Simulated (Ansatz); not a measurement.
# Ga2O3: the cost of one run

Method: DFT r2SCAN, scalar-relativistic, plane waves, PAW, in Ansatz 0.2.0.

2 further runs of the same task are left out: 2 set aside as unsound or not needed.

### 1 The structure to begin with

The structure is monoclinic, space group C2/m (No. 12). The conventional cell has a = 12.256 Å, b = 3.039 Å, c = 5.808 Å, α = 90.00°, β = 103.81°, γ = 90.00°. Ga (site symmetry m) has 4 O at 1.83 to 1.87 Å as nearest neighbours. Around Ga (site symmetry m) lie 6 O at 1.94 to 2.08 Å. O (site symmetry m) has 3 Ga at 1.83 to 1.94 Å as nearest neighbours. O (site symmetry m) has 4 Ga at 1.87 to 2.08 Å as nearest neighbours. Around O (site symmetry m) lie 3 Ga at 1.84 to 1.94 Å.

Structure file:

```
Ga O
1.0
     1.38839    0.00000   -5.63998
     0.00000    3.03906    0.00000
    10.86730    0.00000    5.64504
Ga O
8 12
Direct
  0.29573 0.00000 0.09052
  0.79573 0.50000 0.59052
  0.70427 0.00000 0.90948
  0.20427 0.50000 0.40948
  0.34425 0.00000 0.65873
  0.84425 0.50000 0.15873
  0.65575 0.00000 0.34127
  0.15575 0.50000 0.84127
  0.05506 0.00000 0.16421
  0.55506 0.50000 0.66421
  0.94494 0.00000 0.83579
  0.44494 0.50000 0.33579
  0.60982 0.00000 0.17334
  0.10982 0.50000 0.67334
  0.39018 0.00000 0.82666
  0.89018 0.50000 0.32666
  0.24005 0.00000 0.49629
  0.74005 0.50000 0.99629
  0.75995 0.00000 0.50371
  0.25995 0.50000 0.00371
```

It is built from the cell relaxed beforehand with the same method (10.50 Å³/atom).

### 2 The reference cell

The cell is repeated 2 times, 20 atoms in all. The reference gives a free energy of -37155.6843 eV, pressure 0.00 GPa, largest force 0.001 eV/Å and gap on the mesh 3.03 eV. It was computed beforehand with the settings of the runs below.

### 3 Setting up sliding across a plane

The cut lies on the cell's a–b face, a (1 0 0) plane of area 17.65 Å², between layers 1.83 Å apart (Ga, O below, Ga, O above); the cell is 11.9 Å thick. Vector c is tilted by f times 1·a + 0·b (length 5.808 Å) with the atoms' Cartesian places fixed: one unrelaxed fault per cell.

### 4 Point f = 0.200

The input, input.yaml:

```yaml
crystal:
  lattice:
    - [1.388385266, 0.0, -5.6399772456]
    - [0.0, 3.0390611527, 0.0]
    - [11.1449749386, 0.0, 4.5170469122]
  atoms:
    - { symbol: Ga, position: [0.1276279407, 0.0, 0.8405209738] }
    - { symbol: Ga, position: [0.7276279407, 0.5, 0.3405209738] }
    - { symbol: Ga, position: [0.5723720593, 0.0, 0.6594790262] }
    - { symbol: Ga, position: [0.1723720593, 0.5, 0.1594790262] }
    - { symbol: Ga, position: [0.2625056426, 0.0, 0.4087278752] }
    - { symbol: Ga, position: [0.6625056426, 0.5, 0.9087278752] }
    - { symbol: Ga, position: [0.6374943574, 0.0, 0.0912721248] }
    - { symbol: Ga, position: [0.0374943574, 0.5, 0.5912721248] }
    - { symbol: O, position: [-0.127786268, 0.0, 0.914214331] }
    - { symbol: O, position: [0.472213732, 0.5, 0.414214331] }
    - { symbol: O, position: [0.827786268, 0.0, 0.585785669] }
    - { symbol: O, position: [0.427786268, 0.5, 0.085785669] }
    - { symbol: O, position: [0.4251487718, 0.0, 0.9233419983] }
    - { symbol: O, position: [0.0251487718, 0.5, 0.4233419983] }
    - { symbol: O, position: [0.2748512282, 0.0, 0.5766580017] }
    - { symbol: O, position: [0.8748512282, 0.5, 0.0766580017] }
    - { symbol: O, position: [0.1907907533, 0.0, 0.2462851429] }
    - { symbol: O, position: [0.5907907533, 0.5, 0.7462851429] }
    - { symbol: O, position: [0.7092092467, 0.0, 0.2537148571] }
    - { symbol: O, position: [0.1092092467, 0.5, 0.7537148571] }
basis:
  ecutwfc: 500
kpoints:
  mp_grid: { grid: [4, 7, 2] }
hamiltonian:
  xc: r2scan
scf:
  occupations: { method: gaussian, width: 0.05 }
output:
  forces: true
  stress: true
  eigenvalues: true
  write_density: true
  write_potential: true
  elf: true
  volumetric_format: npy
```

Started as:

```
$ ansatz run input.yaml --threads 2 --pin off --max-ram 5120MiB --backend cpu --events-out ev --progress --plain --runs-dir out
```

Q: Estimate wall time and peak memory on 2 threads of Intel Xeon 6975P-C (Granite Rapids), shared host.

About 26 s, with a peak of 1.3 GiB.
